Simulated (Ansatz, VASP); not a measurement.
**Cross-check of Te (zigzag Te chain) between VASP and Ansatz**

Aim: how closely do two programs agree when they are given the same cell, functional and k mesh? The structure shown is the start of the Ansatz relaxation below; VASP solves that cell, so the two are compared at the walk's first step.

Method: plane waves, with VASP 6.6.1 beside it; single point at PBE and single point at PBEsol, in Ansatz 0.2.0.

### 1. The structure

The cell holds 2 atoms: 2 Te. Cell: a = 9.000 Å, b = 7.500 Å, c = 4.630 Å, α = 90.0°, β = 90.0°, γ = 90.0°. Vacuum lies along a and b. The structure's axis is c.

### 2. Ansatz: relaxation, PBE

Ansatz runs on its default PAW (the set named soft_2) files.

The two programs are compared at the cell with which this relaxation starts, whose forces are those of its first step.

input.yaml reads:

```yaml
crystal:
  lattice:
    - [9.0, 0.0, 0.0]
    - [0.0, 7.5, 0.0]
    - [0.0, 0.0, 4.630177177]
  atoms:
    - { symbol: Te, position: [0.431613642, 0.5, 0.0] }
    - { symbol: Te, position: [0.568386358, 0.5, 0.5] }
kpoints:
  mp_grid: { grid: [1, 1, 18] }
scf:
  occupations: { method: fermi_dirac, width: 0.05 }
hamiltonian:
  xc: pbe
relax:
  cell: { fix: [a, b, alpha, beta, gamma] }
  max_steps: 60
```

On the command line:

```
ansatz run input.yaml --threads 4 --pin off --max-ram 8192MiB --backend cpu --events-out ev --progress --plain --runs-dir out
```

Numbers of over 12 decimals in the logs are rounded to 6 here.

What it wrote:

```text
Engine: ansatz 0.2.0, aarch64-unknown-linux-gnu
Pseudopotentials: kind: paw
Pseudopotential: Te, paw, valence charge 16, recommended cutoff 420 eV (normal), Te.paw.azcp
Functional definition: PBE
  parameter kappa = 0.804
  parameter beta = 0.066725
  exchange = pbe_x(kappa = kappa, mu = beta*pi^2/3)
  correlation = pbe_c(beta = beta)
Crystal: 2 atoms, lattice volume = 312.537 Å³
Basis set: ecut = 420 eV, 6109 PW (Γ), exchange–correlation on 128×108×64 points (8 copies of the dense FFT grid, shifted against one another)
Bands: 20, of which v1, the nominal top of the filled ones, is band 16 counted from 1 (15 counted from 0)
Symmetry: 8 space group operations
Space group: Pmma (ITA 51), of the structure as read, at distance tolerance 6.8e-5 Å
k-points: 10 of 18
Non-local potential: Te, projectors of the file, l = 0: 2, l = 1: 2, l = 2: 2, l = 3: 2
PAW form: soft (Blöchl's): semilocal exchange-correlation on the pseudo side does not see the compensation charge
PAW one-centre angular grid: Te, 590 points (default); XC on 64 Gauss nodes
Initial density: superposition of atomic densities (neutral atoms: chi_scale 0, normalization atom), corrected by the library's trained network
Initial wavefunctions: pseudopotential atomic-orbital guess
Functional: x = pbe(κ = 0.804, μ = 0.219515), c = pbe(β = 0.066725)
SCF iter   1: F=—  HF=-13958.929400 eV  |F-HF|=—  |Δ(HF+E_count)|=         —  Δρ=1.10e-3  dr2=5.57e-3  ethr=1.77e-3  ⟨swp⟩=8.4  Hψ=1139  notcnv=0
preconditioner: auto → LDOS  [metal: Δε(μ)=0.042 eV  Ē_g=7.431 eV  σ=0.050 eV  W_gap=0.21  n_scr=38 (ndim 8)  ℏωp=6.8 eV  f_vac=0.683  D(μ)=2.16/eV (n_scr^D=8)  β→1.0]
SCF iter   2: F=—  HF=-13958.932218 eV  |F-HF|=—  |Δ(HF+E_count)|=   2.82e-3  Δρ=7.02e-4  dr2=1.87e-3  ethr=1.74e-5  ⟨swp⟩=2.4  Hψ=490  notcnv=0
SCF iter   3: F=—  HF=-13958.931733 eV  |F-HF|=—  |Δ(HF+E_count)|=   4.85e-4  Δρ=2.33e-4  dr2=1.77e-4  ethr=5.84e-6  ⟨swp⟩=2.0  Hψ=399  notcnv=0
SCF iter   4: F=—  HF=-13958.931705 eV  |F-HF|=—  |Δ(HF+E_count)|=   2.81e-5  Δρ=6.29e-5  dr2=9.80e-6  ethr=5.53e-7  ⟨swp⟩=2.0  Hψ=361  notcnv=0
SCF iter   5: F=—  HF=-13958.931686 eV  |F-HF|=—  |Δ(HF+E_count)|=   1.88e-5  Δρ=1.39e-5  dr2=6.74e-7  ethr=3.06e-8  ⟨swp⟩=2.0  Hψ=361  notcnv=0
SCF iter   6: F=-13958.931687 eV  HF=-13958.931687 eV  |F-HF|=3.42e-10  |Δ(HF+E_count)|=   4.48e-7  Δρ=4.54e-6  dr2=5.81e-8  ethr=3.13e-10  ⟨swp⟩=5.5  Hψ=781  notcnv=0
SCF 1 converged in 6 iterations: F = -13958.931687 eV  dr2 = 5.81e-8
  greatest PAW one-centre occupation: 0.998 electrons in one spin orbital (limit 2), on the Te atom at site 1 (counted from 0), in its partial waves of l = 2
relax step   1: F+E_penalty+E_count = -13958.93168661 eV  Δ(F+E_penalty+E_count) = +0.000e0 eV  max|allowed force component| = 1.786e0 eV/Å  Δτ_max = 0.0000 Å  P = +1.508 GPa  Ω = 312.537 Å³  fix = [a, b, alpha, beta, gamma]  reactions: a +1.121, b +0.147 GPa  (6 SCF iters, dr2 threshold 1.00e-7 eV, accepted)
[...]
relax step   6: F+E_penalty+E_count = -13959.17746335 eV  Δ(F+E_penalty+E_count) = -4.636e-3 eV  max|allowed force component| = 1.417e-1 eV/Å  Δτ_max = 0.0452 Å  P = +0.051 GPa  Ω = 315.956 Å³  energy of the carried Pulay correction = -1.152e-4 eV  fix = [a, b, alpha, beta, gamma]  reactions: a -0.102, b +0.168 GPa  (9 SCF iters, accepted)
[...]
relax step   7: F+E_penalty+E_count = -13959.17997000 eV  Δ(F+E_penalty+E_count) = -2.507e-3 eV  max|allowed force component| = 3.609e-2 eV/Å  Δτ_max = 0.0207 Å  P = +0.052 GPa  Ω = 319.043 Å³  energy of the carried Pulay correction = -2.180e-4 eV  fix = [a, b, alpha, beta, gamma]  reactions: a +0.029, b +0.165 GPa  (5 SCF iters, dr2 threshold 2.00e-7 eV, accepted)
[...]
relax step   8: F+E_penalty+E_count = -13959.18027476 eV  Δ(F+E_penalty+E_count) = -3.048e-4 eV  max|allowed force component| = 2.848e-3 eV/Å  Δτ_max = 0.0049 Å  P = +0.053 GPa  Ω = 318.275 Å³  energy of the carried Pulay correction = -1.925e-4 eV  fix = [a, b, alpha, beta, gamma]  reactions: a +0.001, b +0.166 GPa  (4 SCF iters, dr2 threshold 8.14e-8 eV, accepted)
[...]
relax step   9: F+E_penalty+E_count = -13959.18048662 eV  Δ(F+E_penalty+E_count) = -2.119e-4 eV  max|allowed force component| = 2.937e-3 eV/Å  Δτ_max = 0.0000 Å  P = +0.053 GPa  Ω = 318.275 Å³  fix = [a, b, alpha, beta, gamma]  reactions: a +0.001, b +0.165 GPa  stress off target by 7.33e-3 GPa on what of the cell is left free  SCF on the basis re-selected at this cell (its energy is not comparable with the rows above)  (6 SCF iters)
basis re-selected at this cell: Δ(F+E_penalty+E_count) = -2.119e-4 eV, ΔP = -0.000 GPa vs the last step (what re-selecting the basis moved, of the pressure what is left beyond the Pulay correction that the steps carried, after the strain that the cell walked since its last selection, with what the two solves' SCF thresholds leave and, on support functions, any second-order correction that the steps lacked; it is no m [...]
SCF converged after 6 iterations
Free energy (F): -13959.180487 eV
Harris-Foulkes:  -13959.180487 eV  (|F-HF|=1.46e-10)
Internal energy: -13959.170086 eV  (E = F + TS)
E sigma→0 (E₀):  -13959.175286 eV
Entropy (-TS):   -0.010401 eV (-5.200 meV/atom)
Fermi energy:    -1.924461 eV
--- Per-component energies (eV) ---
  E_band       = -861.545715
  E_kinetic    = 358.886783
  E_local      = -6703.528290  (includes V_loc(G=0)·N_el)
  E_nonlocal   = -620.515034
  E_hartree    = 3534.213676
  E_xc         = -246.461391
  E_vxc        = -205.161787  (∫ρ·V_xc dr)
  E_paw        = -9324.474524  (= ΣΔE_a)
  E_vpaw       = -759.654530  (= ΣTr[D̂ρ^β])
  E_aug_tail   = -0.000381  (compensation charges beyond the density's cutoff)
  E_ewald      = -957.290926
  E_smearing   = -0.010401  (= −TS)
  E_closure    = -0.000000  (closes the sum)
  Σ components = -13959.180487   (vs F -13959.180487, Δ=0.00e0)
--- Forces (eV/Å), atoms counted from 1 ---
  atom   1  Te     0.00293658     0.00000000    -0.00000000
  atom   2  Te    -0.00293658     0.00000000     0.00000000
  max |Σ_I F_I| component: 0.00e0 eV/Å
--- Stress (GPa, compression-positive) ---
        0.000811       0.000000       0.000000
        0.000000       0.165106      -0.000000
        0.000000      -0.000000      -0.007327
  P = ⅓ Tr σ = 0.0529 GPa (0.529 kbar)
--- Relaxed structure (8 steps of the walk, 7 accepted, 1 SCFs on fresh bases) ---
  F+E_penalty+E_count = -13959.18048662 eV   max|allowed force component| = 2.937e-3 eV/Å   (the final SCF, on the basis selected at the relaxed cell)
  cell:  # Å, volume = 318.2748 Å³
    - [9.0, 0, 0]
    - [0, 7.5, 0]
    - [0, 0, 4.715183]
  atoms:
    - { symbol: Te, position: [0.419378, 0.5, 1.320268606868572e-18] }
    - { symbol: Te, position: [0.580622, 0.5, 0.500000] }
```

Reading the cycles: dr2 is the Hartree energy of the density residual (eV), the measure of convergence; HF is the Harris–Foulkes estimate of the energy, which meets the free energy F at convergence.

### 3. VASP: single point, PBE, start cell, pair 1

The same cell, functional, mesh and smearing now go to VASP, with its own data sets.

Lines of VASP's logs that name or quote its potential files are left out, and so is its time.

INCAR reads:

```
SYSTEM = Te
PREC = Accurate
ENCUT = 400
EDIFF = 1E-06
NELM = 120
ISMEAR = -1
SIGMA = 0.05
LREAL = .FALSE.
ALGO = Normal
GGA = PE
NBANDS = 12
LORBIT = 11
LWAVE = .FALSE.
LCHARG = .FALSE.
ISIF = 2
LASPH = .TRUE.
GGA_COMPAT = .FALSE.
EFERMI = MIDGAP
KPAR = 2
```

POSCAR reads:

```
Te
1.0
    9.0000000000      0.0000000000      0.0000000000
    0.0000000000      7.5000000000      0.0000000000
    0.0000000000      0.0000000000      4.6301770000
Te
2
Direct
    0.4316136667      0.5000000000      0.0000000000
    0.5683863333      0.5000000000      0.5000001080
```

KPOINTS reads:

```
Automatic mesh
0
Gamma
1 1 18
0 0 0
```

Potentials, in the order of the species: Te (PBE family, release 64).

On the command line:

```
mpirun -np 2 vasp_std
```

What it wrote:

```text
[banner, memory and clock lines left out]
running    2 mpi-ranks, on    1 nodes
 distrk:  each k-point on    1 cores,    2 groups
 distr:  one band on    1 cores,    1 groups

 POSCAR found type information on POSCAR Te
 POSCAR found :  1 types and       2 ions
 LDA part: xc-table for (Slater+PW92), standard interpolation
 POSCAR, INCAR and KPOINTS ok, starting setup
 FFT: planning ... GRIDC
 FFT: planning ... GRID_SOFT
 FFT: planning ... GRID
 WAVECAR not read
 entering main loop
       N       E                     dE             d eps       ncg     rms          rms(c)
DAV:   1     0.614828852469E+02    0.61483E+02   -0.29863E+03   240   0.529E+02
DAV:   2     0.105164984517E+01   -0.60431E+02   -0.58467E+02   364   0.938E+01
DAV:   3    -0.516846112875E+01   -0.62201E+01   -0.61887E+01   328   0.372E+01
DAV:   4    -0.531864642603E+01   -0.15019E+00   -0.15014E+00   296   0.678E+00
DAV:   5    -0.532461818255E+01   -0.59718E-02   -0.59717E-02   352   0.145E+00    0.105E+01
DAV:   6    -0.530873913835E+01    0.15879E-01   -0.10681E-02   300   0.553E-01    0.640E+00
DAV:   7    -0.530055269958E+01    0.81864E-02   -0.21597E-02   296   0.769E-01    0.186E-01
DAV:   8    -0.530055764317E+01   -0.49436E-05   -0.66667E-04   280   0.157E-01    0.473E-02
DAV:   9    -0.530060767590E+01   -0.50033E-04   -0.58215E-05   312   0.470E-02    0.256E-02
DAV:  10    -0.530072910791E+01   -0.12143E-03   -0.49012E-05   248   0.321E-02    0.132E-02
DAV:  11    -0.530083416686E+01   -0.10506E-03   -0.29471E-05   264   0.262E-02    0.681E-03
DAV:  12    -0.530089995211E+01   -0.65785E-04   -0.15249E-05   300   0.188E-02    0.265E-03
DAV:  13    -0.530090628628E+01   -0.63342E-05   -0.27040E-07   304   0.277E-03    0.194E-03
DAV:  14    -0.530091576481E+01   -0.94785E-05   -0.15738E-06   276   0.548E-03    0.881E-04
DAV:  15    -0.530091588499E+01   -0.12018E-06   -0.11105E-08   288   0.493E-04
   1 F= -.53009159E+01 E0= -.52934838E+01  d E =-.148641E-01
```

Parts of OUTCAR (step 3):

```text
ion  position               nearest neighbor table
   1  0.432  0.500  0.000-   2 2.62   2 2.62
   2  0.568  0.500  0.500-   1 2.62   1 2.62

  LATTYP: Found a simple orthorhombic cell.
 ALAT       =     4.6301770000
 B/A-ratio  =     1.6198084868
 C/A-ratio  =     1.9437701842

 Subroutine GETGRP returns: Found  8 space group operations
 (whereof  4 operations were pure point group operations)

The static configuration has the point symmetry C_2v.
 The point group associated with its full space group is D_2h.

 Found     10 irreducible k-points:

   k-points           NKPTS =     10   k-points in BZ     NKDIM =     10   number of bands    NBANDS=     12

   dimension x,y,z NGX =    60 NGY =   50 NGZ =   30
   dimension x,y,z NGXF=   120 NGYF=  100 NGZF=   60

   ENCUT  =  400.0 eV  29.40 Ry    5.42 a.u.  14.68 12.23  7.55*2*pi/ulx,y,z

   NELECT =      12.0000    total number of electrons

 k-points in reciprocal lattice and weights: Automatic mesh
   0.00000000  0.00000000  0.00000000       0.056
   0.00000000  0.00000000  0.05555556       0.111
   0.00000000  0.00000000  0.11111111       0.111
   0.00000000  0.00000000  0.16666667       0.111
   0.00000000  0.00000000  0.22222222       0.111
   0.00000000  0.00000000  0.27777778       0.111
   0.00000000  0.00000000  0.33333333       0.111
   0.00000000  0.00000000  0.38888889       0.111
   0.00000000  0.00000000  0.44444444       0.111
   0.00000000  0.00000000  0.50000000       0.056

 average (electrostatic) potential at core
       1 -97.0588       2 -97.0588

 E-fermi :  -2.4767

 k-point     1 :       0.0000    0.0000    0.0000
  band No.  band energies     occupation
    ...
      2     -10.6750      2.00000
      3      -7.4819      2.00000
      4      -5.5789      2.00000
      5      -4.0966      2.00000
      6      -3.3626      2.00000
      7      -1.8238      0.00000
      8       0.4567      0.00000
      9       0.9594      0.00000
     10       2.1801      0.00000
     11       3.0590      0.00000
    ...

 k-point     2 :       0.0000    0.0000    0.0556
  band No.  band energies     occupation
    ...
      2     -10.7689      2.00000
      3      -7.4435      2.00000
      4      -5.5588      2.00000
      5      -3.9829      2.00000
      6      -3.4102      2.00000
      7      -1.8661      0.00001
      8       0.3966      0.00000
      9       1.0358      0.00000
     10       2.2314      0.00000
     11       3.0790      0.00000
    ...

 k-point     3 :       0.0000    0.0000    0.1111
  band No.  band energies     occupation
    ...
      2     -11.0258      2.00000
      3      -7.3405      2.00000
      4      -5.4988      2.00000
      5      -3.6558      2.00000
      6      -3.5493      2.00000
      7      -1.9901      0.00012
      8       0.2974      0.00000
      9       1.1909      0.00000
     10       2.3744      0.00000
     11       3.1386      0.00000
    ...

  Total        2.2015269      0.2764938      6.4723689      0.0000000      0.0000000      0.0000000
  in kB       11.2858227      1.4174072     33.1797017      0.0000000      0.0000000      0.0000000
  external PRESSURE =      15.2943105 kB  Pullay stress =       0.0000000 kB

  energy-cutoff  :      400.00
  volume of cell :      312.54
      direct lattice vectors                 reciprocal lattice vectors
     9.000000000  0.000000000  0.000000000     0.111111111  0.000000000  0.000000000
     0.000000000  7.500000000  0.000000000     0.000000000  0.133333333  0.000000000
     0.000000000  0.000000000  4.630177000     0.000000000  0.000000000  0.215974465

 POSITION                                       TOTAL-FORCE (eV/Angst)
 -----------------------------------------------------------------------------------
      3.88452      3.75000      0.00000        -1.804364      0.000000      0.000000
      5.11548      3.75000      2.31509         1.804364      0.000000      0.000000
 -----------------------------------------------------------------------------------
    total drift:                                0.000088     -0.000000     -0.000135

  FREE ENERGIE OF THE ION-ELECTRON SYSTEM (eV)
  ---------------------------------------------------
  free  energy   TOTEN  =        -5.3009158850 eV

  energy  without entropy=       -5.2860517863  energy(sigma->0) =       -5.29348384

 total charge
# of ion       s       p       d       tot
------------------------------------------
    1        1.415   1.922   0.054   3.390
    2        1.415   1.922   0.054   3.390
--------------------------------------------------
tot          2.830   3.844   0.107   6.781

[... 3 further parts left out ...]
```

### 4. Differences

Known differences besides the potentials themselves: the data sets hold 32 valence electrons in Ansatz (on its default PAW (the set named soft_2) files) and 12 in VASP; the cutoff is 420 eV in Ansatz and 400 eV in VASP. Total energies have different zeros and are not compared.

Forces (eV/Å; atoms numbered as in POSCAR):

```tsv
atom	Ansatz x, y, z	VASP x, y, z
Te1	-1.786, 0.000, 0.000	-1.804, 0.000, 0.000
Te2	1.786, 0.000, 0.000	1.804, 0.000, 0.000
```

The forces differ by 11 meV/Å r.m.s., which is 1.0 % of the r.m.s. force of 1.042 eV/Å (both taken over all components).

### 5. What the set-up changes

Further runs change the set-up of one program: Ansatz's method, potentials or start, or VASP's data sets, cutoff or form of LDA. The table gives that difference for each run.

```tsv
run	r.m.s. force difference (meV/Å)
as above	11
VASP with a cutoff of 500 eV (perhaps on Ansatz's relaxed cell)	8.3
```

### 6. Ansatz: relaxation, PBEsol

The two programs are compared at the cell with which this relaxation starts, whose forces are those of its first step.

The structure compared here is the start of the Ansatz relaxation; VASP solves that cell, so the two are compared at the walk's first step.

input.yaml, the sections that differ from step 2:

```yaml
crystal:
  lattice:
    - [9.0, 0.0, 0.0]
    - [0.0, 7.5, 0.0]
    - [0.0, 0.0, 4.630177177]
  atoms:
    - { symbol: Te, position: [0.431613642, 0.5, 0.0], spin: 0.3 }
    - { symbol: Te, position: [0.568386358, 0.5, 0.5], spin: 0.3 }
magnetization:
  spin_polarized: true
hamiltonian:
  xc: pbesol
# kpoints, scf, relax: as in step 2
```

On the command line:

```
ansatz run input.yaml --threads 4 --pin off --max-ram 8192MiB --backend cpu --events-out ev --progress --plain --runs-dir out
```

What it wrote:

```text
[...]
Crystal: 2 atoms, lattice volume = 312.537 Å³
Basis set: ecut = 420 eV, 6109 PW (Γ), exchange–correlation on 128×108×64 points (8 copies of the dense FFT grid, shifted against one another)
Bands: 21, of which v1, the nominal top of the filled ones, is band 16 counted from 1 (15 counted from 0)
Symmetry: 8 space group operations
[...]
0.000000       0.000000       0.000053
  P = ⅓ Tr σ = 0.0518 GPa (0.518 kbar)
--- Relaxed structure (6 steps of the walk, 5 accepted, 1 SCFs on fresh bases) ---
[...]
cell:  # Å, volume = 314.7504 Å³
    - [9.0, 0, 0]
    - [0, 7.5, 0]
    - [0, 0, 4.662969]
  atoms:
    - { symbol: Te, position: [0.420150, 0.500000, 1.236968495233886e-18] }
    - { symbol: Te, position: [0.579850, 0.500000, 0.500000] }
[key lines of the parts left out:]
SCF converged after 8 iterations
Magnetization: 0.0000 μB (16.0000 up, 16.0000 down)
Free energy (F): -13801.941148 eV
Fermi energy:    -1.896563 eV
```

### 7. VASP: single point, PBEsol, start cell

The same cell, functional, mesh and smearing now go to VASP, with its own data sets.

INCAR reads:

```
SYSTEM = Te
PREC = Accurate
ENCUT = 400
EDIFF = 1E-06
NELM = 200
ISMEAR = -1
SIGMA = 0.05
LREAL = .FALSE.
ALGO = Normal
GGA = PS
NBANDS = 13
ISPIN = 2
MAGMOM = 0 0
LORBIT = 11
LWAVE = .FALSE.
LCHARG = .FALSE.
ISIF = 2
LASPH = .TRUE.
GGA_COMPAT = .FALSE.
KPAR = 2
```

POSCAR is that of step 3.

KPOINTS is that of step 3.

On the command line:

```
mpirun -np 2 vasp_std
```

What it wrote:

```text
[banner, memory and clock lines left out]
running    2 mpi-ranks, on    1 nodes
[...]
|                                                                             |
|               ----> ADVICE to this user running VASP <----                  |
|                                                                             |
|     You enforced a specific xc type in the INCAR file but a different       |
|     [... a line on the potential file left out ...]
|     I HOPE YOU KNOW WHAT YOU ARE DOING!                                     |
|                                                                             |

 LDA part: xc-table for (Slater+PW92), standard interpolation
 POSCAR, INCAR and KPOINTS ok, starting setup
[...]
entering main loop
       N       E                     dE             d eps       ncg     rms          rms(c)
DAV:   1     0.632662207557E+02    0.63266E+02   -0.29374E+03   520   0.483E+02
DAV:   2     0.145309317485E+01   -0.61813E+02   -0.59187E+02   735   0.923E+01
DAV:   3    -0.560995965506E+01   -0.70631E+01   -0.70304E+01   697   0.374E+01
DAV:   4    -0.581036806545E+01   -0.20041E+00   -0.20026E+00   647   0.774E+00
[...]
DAV:  16    -0.578245706959E+01   -0.46307E-05   -0.36610E-07   603   0.294E-03    0.780E-04
DAV:  17    -0.578245841897E+01   -0.13494E-05   -0.17882E-07   621   0.181E-03    0.356E-04
DAV:  18    -0.578245849224E+01   -0.73275E-07   -0.14483E-08   542   0.743E-04
   1 F= -.57824585E+01 E0= -.57752544E+01  d E =-.144083E-01  mag=    -0.0000
```

From OUTCAR (step 7):

```text
  Total        1.8873724      0.2640517      5.3430998      0.0000000      0.0000000      0.0000000
  in kB        9.6753531      1.3536243     27.3906601      0.0000000      0.0000000      0.0000000
  external PRESSURE =      12.8065458 kB  Pullay stress =       0.0000000 kB

 POSITION                                       TOTAL-FORCE (eV/Angst)
 -----------------------------------------------------------------------------------
      3.88452      3.75000      0.00000        -1.547341      0.000000      0.000000
      5.11548      3.75000      2.31509         1.547341      0.000000      0.000000
 -----------------------------------------------------------------------------------
    total drift:                                0.000088     -0.000000     -0.000136

  FREE ENERGIE OF THE ION-ELECTRON SYSTEM (eV)
  ---------------------------------------------------
  free  energy   TOTEN  =        -5.7824584922 eV

  energy  without entropy=       -5.7680502287  energy(sigma->0) =       -5.77525436

 magnetization (x)
# of ion       s       p       d       tot
------------------------------------------
    1       -0.000   0.000   0.000   0.000
    2       -0.000   0.000   0.000   0.000
--------------------------------------------------
tot         -0.000   0.000   0.000   0.000

[... 1 part as in an earlier step ...]

[... 2 further parts left out ...]
[key lines of the parts left out:]
E-fermi :  -2.5324
```

(Part 1 of 2 ends here.)

[Lines on the potential files, build, host, timing and source positions are cut from VASP's logs without a mark.]

[Logs are printed without paths, hosts, clocks, repeated set-up lines and the standing remarks that a program may print on its own settings, such as how far it seeks lower states.]

[Hosts, paths, dates, database ids (printed as entryN), source tags and the programs' standing remarks are cut or masked in the printed files.]

[Rows of further runs with another cutoff or data set may stand on the cell that Ansatz relaxed, not on the start cell of the pair above them.]
